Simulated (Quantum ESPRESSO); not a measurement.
Input of a Quantum ESPRESSO 7.5 run:

Contents of scf.in:

```
&CONTROL
  calculation = 'scf'
  prefix = 'pwscf'
  outdir = './tmp'
  pseudo_dir = './pseudo'
/
&SYSTEM
  ibrav = 0
  A = 3.076
  nat = 4
  ntyp = 2
  ecutwfc = 82
  nbnd = 14
  occupations = 'smearing'
  smearing = 'fd'
  degauss = 0.00367493
  force_symmorphic = .true.
/
&ELECTRONS
  conv_thr = 8d-10
  electron_maxstep = 120
  mixing_beta = 0.5
/
ATOMIC_SPECIES
Si    28.0850 Si.upf
C     12.0110 C.upf
CELL_PARAMETERS alat
   1.0000000000    0.0000000000    0.0000000000
  -0.5000000000    0.8660254038    0.0000000000
   0.0000000000    0.0000000000    1.6410923277
ATOMIC_POSITIONS alat
Si     0.5000000000    0.2886751346    0.8205461638
Si    -0.0000000001    0.5773502692    0.0000000000
C      0.5000000000    0.2886751346    1.4523667100
C     -0.0000000001    0.5773502692    0.6318205462
K_POINTS automatic
12 12 8 0 0 0
```

Contents of nscf.in:

```
&CONTROL
  calculation = 'nscf'
  prefix = 'pwscf'
  outdir = './tmp'
  pseudo_dir = './pseudo'
/
&SYSTEM
  ibrav = 0
  A = 3.076
  nat = 4
  ntyp = 2
  ecutwfc = 82
  nbnd = 28
  occupations = 'fixed'
  force_symmorphic = .true.
/
&ELECTRONS
  conv_thr = 1d-08
  diago_full_acc = .true.
  diago_thr_init = 1d-06
/
ATOMIC_SPECIES
Si    28.0850 Si.upf
C     12.0110 C.upf
CELL_PARAMETERS alat
   1.0000000000    0.0000000000    0.0000000000
  -0.5000000000    0.8660254038    0.0000000000
   0.0000000000    0.0000000000    1.6410923277
ATOMIC_POSITIONS alat
Si     0.5000000000    0.2886751346    0.8205461638
Si    -0.0000000001    0.5773502692    0.0000000000
C      0.5000000000    0.2886751346    1.4523667100
C     -0.0000000001    0.5773502692    0.6318205462
K_POINTS automatic
12 12 8 0 0 0
```

Potentials or basis: PseudoDojo 0.4.1 SR PBEsol standard.

The run is started by

```bash
$ OMP_NUM_THREADS=1 pw.x -in scf.in > scf.out
$ OMP_NUM_THREADS=1 pw.x -in nscf.in > nscf.out
```

(1) Predict the band gap on the k mesh, mean-field level.

## Answers

(1) 2.17 eV, indirect (least direct gap 3.96 eV).
